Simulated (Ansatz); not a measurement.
## Mg$_{3}$Sb$_{2}$: experiment and calculation

**Experimental background.**

“Relating chemical bonding to physical properties: The origin of unexpected isotropic properties in layered materials”, 2018, arxiv:1807.00599 reports, for a powder of Mg3Sb2 at 299.45 K: lattice constant a 4.56187 ± 0.00003 Å.

“Chemical bonding origin of the unexpected isotropic physical properties in thermoelectric Mg3Sb2 and related materials”, 2018, pmc:6226478 reports, for a powder of Mg3Sb2 at 299 K: lattice constant c 7.22944 ± 0.00006 Å.

The runs below are set against these values where they give the same quantity.

All numbers below come from DFT PBE, scalar-relativistic, plane waves, PAW (Ansatz 0.2.0).

Cutoff 420 eV; k points 12×12×6 on the computed 5-atom cell (Γ-centred); Gaussian smearing, width 0.01 eV; no spin polarisation.

Relaxed structure, symmetry kept:

```
Mg Sb
1.0
     4.59387    0.00000    0.00000
    -2.29693    3.97841    0.00000
     0.00000    0.00000    7.27428
Mg Sb
3 2
Direct
  0.33333 0.66667 0.63196
  0.66667 0.33333 0.36804
  0.00000 0.00000 0.00000
  0.33333 0.66667 0.22563
  0.66667 0.33333 0.77437
```

```json
{
  "Space group": "P-3m1 (No. 164)",
  "Volume per atom": "26.59 Å³",
  "Formation energy from the elements' standard states (uncorrected)": "-0.380 eV/atom",
  "Kohn–Sham band gap": "0.11 eV",
  "Löwdin character of the top 1 eV of the valence band": "Sb 5p 93 %, unprojected 5 %",
  "Löwdin character of the lowest 1 eV of the conduction band": "Mg 3s 58 %, Sb 5p 17 %, unprojected 22 %",
  "Bader charges (e)": "Mg (2 in the cell) 1.47, Mg (1 in the cell) 1.51, Sb (2 in the cell) -2.23"
}
```

Spin-orbit coupling is left out, which matters for the bands of heavy elements.

Against the measured lattice constant a of Mg3Sb2, 4.56187 Å (299.45 K; powder; the paper above), the calculated 4.594 Å is off by +0.7 %. A measured lattice constant c of Mg3Sb2 is 7.22944 Å (299 K; powder; the paper above); the calculated 7.274 Å misses it by +0.6 %. The calculation is for 0 K without zero-point motion.

Cost: 1 run of about 0.95 core-minutes, on AMD EPYC 9B45 (Zen 5) (shared hosts).